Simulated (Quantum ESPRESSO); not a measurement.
# Al (Fm-3m) in Quantum ESPRESSO: convergence with k mesh

Aim: find how far k mesh must go before the results for Al settle, at PBE. This setting moves, with any that are tied to it; all else stays.

Program: Quantum ESPRESSO 7.5. These are calculated values, not measurements. Logs are shortened: lines on timing, memory, paths and dates and some standing lists are left out, and cuts for length are marked.

### Step 1. Starting point

It takes space group Fm-3m (No. 225, cubic). Conventional cell: a = 4.050 Å, b = 4.050 Å, c = 4.050 Å, α = 90.00°, β = 90.00°, γ = 90.00°. Around Al (site symmetry m-3m) lie 12 Al at 2.86 Å.

### Step 2. With k mesh 2 × 2 × 2

pw.in

```
&CONTROL
  calculation = 'scf'
  prefix = 'pwscf'
  outdir = './tmp'
  pseudo_dir = './pseudo'
  tprnfor = .true.
  tstress = .true.
  disk_io = 'nowf'
/
&SYSTEM
  ibrav = 0
  nat = 1
  ntyp = 1
  ecutwfc = 40
  nbnd = 6
  occupations = 'smearing'
  smearing = 'mv'
  degauss = 0.00999582
/
&ELECTRONS
  conv_thr = 2d-10
  electron_maxstep = 120
  mixing_beta = 0.5
/
ATOMIC_SPECIES
Al    26.9815 Al.upf
CELL_PARAMETERS angstrom
   0.0000000000    2.0248050000    2.0248050000
   2.0248050000    0.0000000000    2.0248050000
   2.0248050000    2.0248050000    0.0000000000
ATOMIC_POSITIONS crystal
Al     0.0000000000    0.0000000000    0.0000000000
K_POINTS automatic
2 2 2 0 0 0
```

Potentials or basis: PseudoDojo 0.4 SR PBE stringent.

The run is started by

```sh
$ OMP_NUM_THREADS=1 pw.x -in pw.in > pw.out
```

pw.out:

```text
This program is part of the open-source Quantum ESPRESSO suite
     for quantum simulation of materials; please cite
[... 9 lines left out ...]
     --------------------
     sticks:   dense  smooth     PW     G-vecs:    dense   smooth      PW
     Sum         313     313    109                 3839     3839     701

     Using Slab Decomposition

     bravais-lattice index     =            0
     lattice parameter (alat)  =       5.4112  a.u.
     unit-cell volume          =     112.0408 (a.u.)^3
     number of atoms/cell      =            1
     number of atomic types    =            1
     number of electrons       =         3.00
     number of Kohn-Sham states=            6
     kinetic-energy cutoff     =      40.0000  Ry
     charge density cutoff     =     160.0000  Ry
     scf convergence threshold =      2.0E-10
     mixing beta               =       0.5000
     number of iterations used =            8  plain     mixing
     Exchange-correlation= PBE
                           (   1   4   3   4   0   0   0)

     celldm(1)=   5.411243  celldm(2)=   0.000000  celldm(3)=   0.000000
     celldm(4)=   0.000000  celldm(5)=   0.000000  celldm(6)=   0.000000

     crystal axes: (cart. coord. in units of alat)
               a(1) = (   0.000000   0.707107   0.707107 )
               a(2) = (   0.707107   0.000000   0.707107 )
               a(3) = (   0.707107   0.707107   0.000000 )

     reciprocal axes: (cart. coord. in units 2 pi/alat)
               b(1) = ( -0.707107  0.707107  0.707107 )
               b(2) = (  0.707107 -0.707107  0.707107 )
               b(3) = (  0.707107  0.707107 -0.707107 )

     PseudoPot. # 1 for Al read from file:
     Al.upf
     Pseudo is Norm-conserving + core correction, Zval =  3.0
     Generated using ONCVPSP code by D. R. Hamann
     Using radial grid of 1876 points,  6 beta functions with:
                l(1) =   0
                l(2) =   0
                l(3) =   1
                l(4) =   1
                l(5) =   2
                l(6) =   2

     atomic species   valence    mass     pseudopotential
     Al                3.00    26.98150     Al( 1.00)

     48 Sym. Ops., with inversion, found

   Cartesian axes

     site n.     atom                  positions (alat units)
         1        Al     tau(   1) = (   0.0000000   0.0000000   0.0000000  )

     number of k points=     3  Marzari-Vanderbilt smearing, width (Ry)=  0.0100
                       cart. coord. in units 2pi/alat
        k(    1) = (   0.0000000   0.0000000   0.0000000), wk =   0.2500000
        k(    2) = (  -0.3535534  -0.3535534   0.3535534), wk =   1.0000000
        k(    3) = (  -0.7071068   0.0000000   0.0000000), wk =   0.7500000

     Dense  grid:     3839 G-vectors     FFT dimensions: (  24,  24,  24)

     Initial potential from superposition of free atoms

     starting charge       2.9976, renormalised to       3.0000
     Starting wfcs are    4 randomized atomic wfcs +    2 random wfcs

     Self-consistent Calculation

     iteration #  1     ecut=    40.00 Ry     beta= 0.50
     Davidson diagonalization with overlap
     ethr =  1.00E-02,  avg # of iterations =  6.0

     Threshold (ethr) on eigenvalues was too large:
     Diagonalizing with lowered threshold

     Davidson diagonalization with overlap
     ethr =  2.79E-04,  avg # of iterations =  1.3

     total energy              =      -4.68497518 Ry
     estimated scf accuracy    <       0.00835581 Ry

     iteration #  2     ecut=    40.00 Ry     beta= 0.50
     Davidson diagonalization with overlap
     ethr =  2.79E-04,  avg # of iterations =  1.3

     total energy              =      -4.68462423 Ry
     estimated scf accuracy    <       0.00196464 Ry

     iteration #  3     ecut=    40.00 Ry     beta= 0.50
     Davidson diagonalization with overlap
     ethr =  6.55E-05,  avg # of iterations =  3.0

     total energy              =      -4.68465698 Ry
     estimated scf accuracy    <       0.00000176 Ry

     iteration #  4     ecut=    40.00 Ry     beta= 0.50
     Davidson diagonalization with overlap
     ethr =  5.88E-08,  avg # of iterations =  3.0

     total energy              =      -4.68465862 Ry
     estimated scf accuracy    <       0.00000004 Ry

     iteration #  5     ecut=    40.00 Ry     beta= 0.50
     Davidson diagonalization with overlap
     ethr =  1.17E-09,  avg # of iterations =  1.7

     total energy              =      -4.68465863 Ry
     estimated scf accuracy    <          2.7E-10 Ry

     iteration #  6     ecut=    40.00 Ry     beta= 0.50
     Davidson diagonalization with overlap
     ethr =  8.96E-12,  avg # of iterations =  3.7

     End of self-consistent calculation

          k = 0.0000 0.0000 0.0000 (   531 PWs)   bands (ev):

    -3.2159  20.4573  20.4573  21.8827  21.8827  21.8827

          k =-0.3536-0.3536 0.3536 (   476 PWs)   bands (ev):

     3.3024   3.5119  19.2148  19.2148  19.2989  19.2989

          k =-0.7071 0.0000 0.0000 (   468 PWs)   bands (ev):

     4.9678   6.2774  13.1425  13.4410  13.4410  16.8830

     the Fermi energy is     5.6387 ev

!    total energy              =      -4.68465863 Ry
     estimated scf accuracy    <          8.6E-11 Ry
     smearing contrib. (-TS)   =       0.00000000 Ry
     internal energy E=F+TS    =      -4.68465863 Ry

     The total energy is F=E-TS. E is the sum of the following terms:
     one-electron contribution =       2.86113303 Ry
     hartree contribution      =       0.01203776 Ry
     xc contribution           =      -2.16574452 Ry
     ewald contribution        =      -5.39208490 Ry

     convergence has been achieved in   6 iterations

     Forces acting on atoms (cartesian axes, Ry/au):

     atom    1 type  1   force =     0.00000000    0.00000000    0.00000000

     Total force =     0.000000     Total SCF correction =     0.000000

     Computing stress (Cartesian axis) and pressure

          total   stress  (Ry/bohr**3)                   (kbar)     P=      -62.18
  -0.00042268   0.00000000   0.00000000          -62.18        0.00        0.00
   0.00000000  -0.00042268   0.00000000            0.00      -62.18        0.00
   0.00000000   0.00000000  -0.00042268            0.00        0.00      -62.18

=------------------------------------------------------------------------------=
   JOB DONE.
=------------------------------------------------------------------------------=
```

Run time: 0.28 s. Hardware: 1 thread of Arm Neoverse V2, shared host; peak memory 0.05 GiB.

What came out:

| Quantity | Value |
| --- | --- |
| Free energy | -63.7380 eV |
| Pressure | -6.2 GPa |
| Band gap on the k mesh | none (metal or under the smearing width) |

### Step 3. With k mesh 3 × 3 × 3

pw.in, as its differences from that of step 2:

```diff
@@ -33,2 +33,2 @@
 K_POINTS automatic
-2 2 2 0 0 0
+3 3 3 0 0 0
```

Potentials or basis: PseudoDojo 0.4 SR PBE stringent.

The run is started by

```sh
$ OMP_NUM_THREADS=1 pw.x -in pw.in > pw.out
```

Wall time 0.33 s (1 thread of Arm Neoverse V2, shared host); peak memory 0.05 GiB.

Results:

```yaml
Free_energy: -62.4922 eV
Pressure: -1.7 GPa
Band_gap_on_the_k_mesh: none (metal or under the smearing width)
```

### Step 4. With k mesh 5 × 5 × 5

pw.in, as its differences from that of step 3:

```diff
@@ -33,2 +33,2 @@
 K_POINTS automatic
-3 3 3 0 0 0
+5 5 5 0 0 0
```

The run is started by

```sh
$ OMP_NUM_THREADS=1 pw.x -in pw.in > pw.out
```

It took 0.56 s on 1 thread of Arm Neoverse V2, shared host; peak memory 0.05 GiB.

What came out:

* Free energy: -63.0080 eV
* Pressure: 1.2 GPa
* Band gap on the k mesh: none (metal or under the smearing width)

### Step 5. With k mesh 7 × 7 × 7

pw.in, as its differences from that of step 4:

```diff
@@ -33,2 +33,2 @@
 K_POINTS automatic
-5 5 5 0 0 0
+7 7 7 0 0 0
```

The run is started by

```sh
$ OMP_NUM_THREADS=1 pw.x -in pw.in > pw.out
```

Wall time 0.85 s (1 thread of Arm Neoverse V2, shared host); peak memory 0.05 GiB.

Results:

* Free energy: -63.1113 eV
* Pressure: -1.2 GPa
* Band gap on the k mesh: none (metal or under the smearing width)

### Step 6. With k mesh 8 × 8 × 8

pw.in, as its differences from that of step 5:

```diff
@@ -33,2 +33,2 @@
 K_POINTS automatic
-7 7 7 0 0 0
+8 8 8 0 0 0
```

Potentials or basis: PseudoDojo 0.4 SR PBE stringent.

The run is started by

```sh
$ OMP_NUM_THREADS=1 pw.x -in pw.in > pw.out
```

Run time: 1.1 s. Hardware: 1 thread of Arm Neoverse V2, shared host; peak memory 0.05 GiB.

It converged, with:

```yaml
Free_energy: -63.0603 eV
Pressure: -0.7 GPa
Band_gap_on_the_k_mesh: none (metal or under the smearing width)
```

### Step 7. With k mesh 10 × 10 × 10

pw.in, as its differences from that of step 6:

```diff
@@ -33,2 +33,2 @@
 K_POINTS automatic
-8 8 8 0 0 0
+10 10 10 0 0 0
```

The run is started by

```sh
$ OMP_NUM_THREADS=1 pw.x -in pw.in > pw.out
```

Wall time 1.7 s (1 thread of Arm Neoverse V2, shared host); peak memory 0.05 GiB.

It converged, with:

```yaml
Free_energy: -63.0453 eV
Pressure: -0.8 GPa
Band_gap_on_the_k_mesh: none (metal or under the smearing width)
```

### Step 8. With k mesh 11 × 11 × 11

pw.in, as its differences from that of step 7:

```diff
@@ -33,2 +33,2 @@
 K_POINTS automatic
-10 10 10 0 0 0
+11 11 11 0 0 0
```

The run is started by

```sh
$ OMP_NUM_THREADS=1 pw.x -in pw.in > pw.out
```

Run time: 2 s. Hardware: 1 thread of Arm Neoverse V2, shared host; peak memory 0.05 GiB.

Results (log left out):

```yaml
Free_energy: -63.0729 eV
Pressure: -0.6 GPa
Band_gap_on_the_k_mesh: none (metal or under the smearing width)
```

### Step 9. With k mesh 13 × 13 × 13

pw.in, as its differences from that of step 8:

```diff
@@ -33,2 +33,2 @@
 K_POINTS automatic
-11 11 11 0 0 0
+13 13 13 0 0 0
```

Potentials or basis: PseudoDojo 0.4 SR PBE stringent.

The run is started by

```sh
$ OMP_NUM_THREADS=1 pw.x -in pw.in > pw.out
```

Run time: 2.9 s. Hardware: 1 thread of Arm Neoverse V2, shared host; peak memory 0.05 GiB.

The run converged. Its results:

| Quantity | Value |
| --- | --- |
| Free energy | -63.0607 eV |
| Pressure | -0.9 GPa |
| Band gap on the k mesh | none (metal or under the smearing width) |

### Step 10. With k mesh 15 × 15 × 15

pw.in, as its differences from that of step 9:

```diff
@@ -33,2 +33,2 @@
 K_POINTS automatic
-13 13 13 0 0 0
+15 15 15 0 0 0
```

The run is started by

```sh
$ OMP_NUM_THREADS=1 pw.x -in pw.in > pw.out
```

It took 4.1 s on 1 thread of Arm Neoverse V2, shared host; peak memory 0.05 GiB.

It converged, with:

* Free energy: -63.0650 eV
* Pressure: -0.8 GPa
* Band gap on the k mesh: none (metal or under the smearing width)

### Step 11. Result

| k mesh | energy less the tightest run, at zero smearing (meV/atom) | pressure (GPa) | SCF cycles | CPU time (s) | peak memory (GiB) |
| --- | --- | --- | --- | --- | --- |
| 2 × 2 × 2 | -673.01 | -6.22 | 6 | 0.28 | 0.05 |
| 3 × 3 × 3 | 572.78 | -1.67 | 7 | 0.33 | 0.05 |
| 5 × 5 × 5 | 57.02 | 1.24 | 7 | 0.56 | 0.05 |
| 7 × 7 × 7 | -46.29 | -1.19 | 6 | 0.85 | 0.05 |
| 8 × 8 × 8 | 4.73 | -0.66 | 6 | 1.1 | 0.05 |
| 10 × 10 × 10 | 19.74 | -0.79 | 6 | 1.7 | 0.05 |
| 11 × 11 × 11 | -7.92 | -0.64 | 6 | 2 | 0.05 |
| 13 × 13 × 13 | 4.37 | -0.86 | 6 | 2.9 | 0.05 |
| 15 × 15 × 15 | 0.00 | -0.82 | 6 | 4.1 | 0.05 |

Against the tightest run, the pressure stays within 0.1 GPa from 13 × 13 × 13 on. Not settled before the last step: the energy (to 1 meV/atom). Meshes of other sizes hit other points, so gaps and Fermi surfaces needn't settle smoothly. The tightest run that finished is the yardstick and may itself not be fully converged.
